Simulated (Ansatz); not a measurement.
An Ansatz input:

```yaml
crystal:
  lattice:
    - [14.0, 0.0, 0.0]
    - [0.0, 14.4, 0.0]
    - [0.0, 0.0, 14.8]
  atoms:
    - { symbol: Hg, position: [0.5, 0.5, 0.5], spin: 2.0 }
  symmetry: { detect: false, time_reversal: true }
hamiltonian:
  xc: lda
  pseudopotentials:
    kind: paw
    azcp:
      Hg: "pseudopotentials/Hg.paw.azcp"
basis:
  ecutwfc: 420
  fft_grid_basis: typed
kpoints:
  mp_grid: { grid: [1, 1, 1], shift: [0, 0, 0] }
magnetization:
  spin_polarized: true
scf:
  occupations: { method: fermi_dirac, width: 0.01 }
```

Output

```
Warning: the record states the generating functional pbe (its physics header spells it `PBE`), which answers neither for hamiltonian.xc's functional nor for the lda family's — results may be inconsistent (PPs are generated against a specific XC)
Engine: ansatz 0.2.0, aarch64-unknown-linux-gnu
Pseudopotentials: kind: paw
Pseudopotential: Hg, paw, valence charge 20, recommended cutoff 420 eV (normal) 
Functional definition: SPW92
  exchange = slater_x
  correlation = pw_c
Crystal: 1 atoms, lattice volume = 2983.680 Å³
Basis set: ecut = 420 eV, 58327 PW (Γ)
Bands: 15, of which v1, the nominal top of the filled ones, is band 10 counted from 1 (9 counted from 0)
Symmetry: 1 space group operations
k-points: 1
Non-local potential: Hg, projectors of the file, l = 0: 3, l = 1: 2, l = 2: 2, l = 3: 1
PAW form: soft (Blöchl's): semilocal exchange-correlation on the pseudo side does not see the compensation charge
PAW frozen core: Hg, regenerated for the run's functional, and the local potential with it (the file was generated under x = pbe(κ = 0.804, μ = 0.2195149727645171), c = pbe(β = 0.06672455060314922))
PAW one-centre angular grid: Hg, 590 points (default); XC on 64 Gauss nodes
Initial density: superposition of atomic densities (neutral atoms: chi_scale 0, normalization atom)
Starting moments: Σ|m| = 2 μB on 1 of 1 site
Initial wavefunctions: pseudopotential atomic-orbital guess
Functional: x = slater, c = lda
iter 1 solved again at ethr=5.10e-6 eV; its pass at ethr=3.10e-3 eV (dr2=1.02e-3 eV) is discarded
SCF iter   1: F=—  HF=-13520.957482 eV  |F-HF|=—  |Δ(HF+E_count)|=         —  Δρ=9.33e-3 (↑9.33e-3 ↓9.27e-3)  dr2=1.12e-3  dr2_m=2.36e0  M=0.000 μB ∫|m|=0.114 μB  β_m=0.30  ethr=5.10e-6  ⟨swp⟩=5.0  Hψ=286  notcnv=0
spin=Collinear: Resta preconditioning applied to the charge; magnetization (m = ρ↑ − ρ↓) channel mixes plain (no charge-response kernel on spin).
SCF iter   2: F=—  HF=-13521.204834 eV  |F-HF|=—  |Δ(HF+E_count)|=   2.47e-1  Δρ=6.61e-3 (↑6.60e-3 ↓6.61e-3)  dr2=4.16e-4  dr2_m=1.19e0  M=0.000 μB ∫|m|=0.083 μB  β_m=0.30  ethr=5.10e-6  ⟨swp⟩=4.0  Hψ=69  notcnv=0
SCF iter   3: F=—  HF=-13521.328531 eV  |F-HF|=—  |Δ(HF+E_count)|=   1.24e-1  Δρ=4.70e-3 (↑4.69e-3 ↓4.70e-3)  dr2=7.01e-5  dr2_m=6.03e-1  M=0.000 μB ∫|m|=0.060 μB  β_m=0.30  ethr=2.08e-6  ⟨swp⟩=6.5  Hψ=77  notcnv=0
SCF iter   4: F=—  HF=-13521.390436 eV  |F-HF|=—  |Δ(HF+E_count)|=   6.19e-2  Δρ=3.34e-3 (↑3.34e-3 ↓3.34e-3)  dr2=1.19e-6  dr2_m=3.05e-1  M=0.000 μB ∫|m|=0.044 μB  β_m=0.30  ethr=3.50e-7  ⟨swp⟩=5.0  Hψ=83  notcnv=0
SCF iter   5: F=—  HF=-13521.421504 eV  |F-HF|=—  |Δ(HF+E_count)|=   3.11e-2  Δρ=2.38e-3 (↑2.37e-3 ↓2.38e-3)  dr2=5.24e-7  dr2_m=1.54e-1  M=0.000 μB ∫|m|=0.032 μB  β_m=0.30  ethr=5.95e-9  ⟨swp⟩=4.0  Hψ=86  notcnv=0
SCF iter   6: F=—  HF=-13521.437106 eV  |F-HF|=—  |Δ(HF+E_count)|=   1.56e-2  Δρ=1.69e-3 (↑1.69e-3 ↓1.69e-3)  dr2=1.33e-7  dr2_m=7.81e-2  M=0.000 μB ∫|m|=0.023 μB  β_m=0.30  ethr=2.62e-9  ⟨swp⟩=4.5  Hψ=80  notcnv=0  defer=1
Mixer restart at iter 6: flushing history
...
iter 14 met the thresholds in force, and the SCF goes on: an eigenvalue changes by 3.67 meV, over its tolerance of 1.00 meV (output.eigenvalues, Limitations)
SCF iter  14: F=-13521.452930 eV  HF=-13521.452930 eV  |F-HF|=3.64e-11  |Δ(HF+E_count)|=  1.09e-11  Δρ=1.68e-9 (↑1.68e-9 ↓1.11e-9)  dr2=1.52e-13  dr2_m=1.58e-14  M=0.000 μB ∫|m|=0.000 μB  β_m=0.76  ethr=1.00e-12  ⟨swp⟩=1.0  Hψ=71  notcnv=0
SCF iter  15: F=-13521.452930 eV  HF=-13521.452930 eV  |F-HF|=3.64e-12  |Δ(HF+E_count)|=  4.00e-11  Δρ=4.17e-10 (↑4.17e-10 ↓1.74e-10)  dr2=6.72e-15  dr2_m=1.26e-15  M=0.000 μB ∫|m|=0.000 μB  ethr=1.00e-12  ⟨swp⟩=1.0  Hψ=66  notcnv=0
SCF 1 converged in 15 iterations: F = -13521.452930 eV  dr2 = 6.72e-15
iteration 15: the least curvature of the free energy that was read at this close is 0.843 (0.843 in the run's own bands): not negative
WARN: the starting moments were not kept: the SCF closed with an absolute magnetisation of 3.5e-8 μB, where they sum to 2 μB in size (1 site). That is at most 0.1 of that sum. Measured as dr2_m measures the in/out step, that magnetisation stands 3.4e-16 eV from none, at or under the dr2_threshold of 1.0e-7 eV: it is no larger than a step whose dr2_m would equal this threshold. The system may hold no moment; this SCF shows only that its start led to no more than that. To try another start: raise the starting moments (crystal.atoms[].spin, magnetization.per_species, magnetization.initial_magnetization, or on a non-collinear deck that types none of these the spinor_matrix: blocks that start its atoms; where the total moment is fixed, keep their sum and leave initial_magnetization as it is; typed ones take the place of any that the run laid by itself, positive ones on a crystal's lanthanoids without a Hubbard term where scf.initial_density.shell_occupations: [] is typed) or, if the notice of its spin-set hold's release reads "site moments contracting" or "site moments show no strong build", lengthen the hold (scf.mixing.spin_hold: { on: { confirm: 4 } }; for m-r²SCAN on two components see the key's manual first). Each may lead to a state that holds a moment. A second SCF, from the converged charge density, with the starting moments and any scf.initial_density.shell_occupations laid on it anew, would have followed, and was not run: the deck does not ask for one (magnetization.retry_lost_moments is false, the default). To let it run, set magnetization.retry_lost_moments: true and run the deck again, where that key's refused combinations let it; where memory then withholds it, that run's warning says so.
SCF converged after 15 iterations
an eigenvalue changed by more than its tolerance at an iteration that met the thresholds in force, so the SCF went on 1 time: the last check found none over its tolerance
Magnetization: 0.0000 μB (10.0000 up, 10.0000 down)
Absolute magnetization: 0.0000 μB (∫|ρ↑−ρ↓|, with the PAW one-centre terms)
Spin contamination: 0.0000 ħ² per cell (⟨S²⟩ above its minimum at these occupations)
Per-site moments (μB) at R_I (Å): [(2.017035337198772e-12, 5.775)]
Free energy (F): -13521.452930 eV
Harris-Foulkes:  -13521.452930 eV  (|F-HF|=3.64e-12)
Internal energy: -13521.452930 eV  (E = F + TS)
E sigma→0 (E₀):  -13521.452930 eV
Fermi energy:    -4.007485 eV
--- Per-component energies (eV) ---
  E_band       = -748.976404
  E_kinetic    = 605.957717
  E_local      = -6811.555813  (includes V_loc(G=0)·N_el)
  E_nonlocal   = 81.670019
  E_hartree    = 3043.870446
  E_xc         = -216.983276
  E_vxc        = -259.383908  (∫ρ·V_xc dr)
  E_paw        = -9657.842643  (= ΣΔE_a)
  E_vpaw       = -453.406152  (= ΣTr[D̂ρ^β])
  E_aug_tail   = 0.000845  (compensation charges beyond the density's cutoff)
  E_ewald      = -567.146318
  E_core_change = 0.576093  (= ΣΔE_core)
  E_smearing   = -0.000000  (= −TS)
  E_closure    = -0.000000  (closes the sum)
  Σ components = -13521.452930   (vs F -13521.452930, Δ=0.00e0)
--- Band table (eV) ---
  k-point 0 ↑: bands = ["-118.2433", "-66.5470", "-66.5470", "-66.5470", "-9.9268", "-9.9268", "-9.9268", "-9.9268", "-9.9268", "-6.9700", "-1.0347", "-1.0340", "-1.0332", "0.0299", "0.7349"]
  k-point 0 ↓: bands = ["-118.2433", "-66.5470", "-66.5470", "-66.5470", "-9.9268", "-9.9268", "-9.9268", "-9.9268", "-9.9268", "-6.9700", "-1.0347", "-1.0340", "-1.0332", "0.0299", "0.7349"]
```

Command:

```sh
ansatz run input.yaml --threads 4 --pin off --max-ram 8192MiB --backend cpu --events-out ev --progress --plain --runs-dir out
```

On 4 threads of Arm Neoverse V1 (shared host) this took about 6.1 s of wall time and 22 s of CPU time, with 1.5 GiB at the peak.
